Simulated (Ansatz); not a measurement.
Wires are cut from relaxed bulk Au (Fm-3m, 17.97 Å³/atom, gap on the mesh 0.00 eV); atoms and period are relaxed, and energies count from that bulk.

Theory: DFT PBE, scalar-relativistic, plane waves, PAW (Ansatz 0.2.0).

Cutoff 420 eV, Gaussian smearing of 0.05 eV, energies at zero smearing, symmetry of each start kept, no spin polarisation.

```json
{"start": "[001] wire, 4 host atoms a period*", "atoms": "4", "k mesh": "1×1×13", "excess energy (eV per host atom)": "0.742", "line energy (eV/Å)": "1.094", "period (Å)": "2.713", "gap on the mesh (eV)": "0", "highest filled level or Fermi level under vacuum (eV)": "-"}
{"start": "[001] wire, 5 host atoms a period*", "atoms": "5", "k mesh": "1×1×13", "excess energy (eV per host atom)": "0.717", "line energy (eV/Å)": "1.319", "period (Å)": "2.716", "gap on the mesh (eV)": "0", "highest filled level or Fermi level under vacuum (eV)": "5.37"}
```

A dash: not computed, or not clear enough to read.

* ends far from its start.

Spin-orbit coupling is left out, which matters for the bands of heavy elements.

Each run keeps its start's symmetry and one magnetic start, so lower states can exist.

Cost: 2 runs of about 6.4 core-minutes in all, on Intel Xeon Platinum 8488C (Sapphire Rapids) (shared hosts).